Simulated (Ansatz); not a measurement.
Wanted: the native input for an Ansatz 0.2.0 run.

```
Task                                : band structure
Functional                          : LDA
Potentials or basis                 : Ansatz PAW
Cutoff                              : 420 eV (not typed: the program's choice for these potentials)
k mesh                              : 7 × 7 × 4
Occupations                         : fermi-dirac, width 0.05 eV
Spin                                : spin-orbit coupling, no magnetisation
Path                                : [["G", "M", "K", "G", "A", "L", "H", "A"], ["L", "M"], ["K", "H"]]
Points for each segment of the path : 14
```

The system is TaS2.

```
CELL_PARAMETERS angstrom
3.35000 0.00000 0.00000
-1.67500 2.90119 0.00000
0.00000 0.00000 5.86000
ATOMIC_POSITIONS crystal
Ta 0.00000 0.00000 0.00000
S 0.66667 0.33333 0.75000
S 0.33333 0.66667 0.25000
```

One way to write it, as run:

input.yaml

```yaml
crystal:
  lattice:
    - [3.35, 0.0, 0.0]
    - [-1.675, 2.9011851027, 0.0]
    - [0.0, 0.0, 5.86]
  atoms:
    - { symbol: Ta, position: [0.0, 0.0, 0.0] }
    - { symbol: S, position: [0.6666666667, 0.3333333333, 0.75] }
    - { symbol: S, position: [0.3333333333, 0.6666666667, 0.25] }
hamiltonian:
  xc: lda
  pseudopotentials: { kind: paw_fr }
magnetization:
  noncollinear: true
  spin_orbit: true
kpoints:
  mp_grid: { grid: [7, 7, 4] }
  band_path:
    path:
      - [[0.0, 0.0, 0.0], [0.5, 0.0, 0.0], [0.3333333333, 0.3333333333, 0.0], [0.0, 0.0, 0.0], [0.0, 0.0, 0.5], [0.5, 0.0, 0.5], [0.3333333333, 0.3333333333, 0.5], [0.0, 0.0, 0.5]]
      - [[0.5, 0.0, 0.5], [0.5, 0.0, 0.0]]
      - [[0.3333333333, 0.3333333333, 0.0], [0.3333333333, 0.3333333333, 0.5]]
    npoints: 14
scf:
  occupations: { method: fermi_dirac, width: 0.05 }
  n_extra_bands: 7
output:
  forces: true
  stress: true
  eigenvalues: true
  fatbands: true
```

Potentials or basis: Ansatz PAW.

Command:

```console
$ ansatz run input.yaml --threads 2 --pin off --max-ram 5632MiB --backend cpu --events-out ev --progress --plain --runs-dir out
```

Results of the run:

| Item | Value |
| --- | --- |
| Pressure | 1.3 GPa |
| Largest force | 0.744 eV/Å |
| Band gap on the k mesh | none (metal or under the smearing width) |

Caveat: the PAW data sets come from PBE, with cores solved anew for the run's functional, which leaves a small shift of forces and pressure.

It took 50 s on 2 threads of Intel(R) Xeon(R) Processor @ 2.50GHz (Skylake/Cascade Lake), on a shared host, peak memory 0.53 GiB.
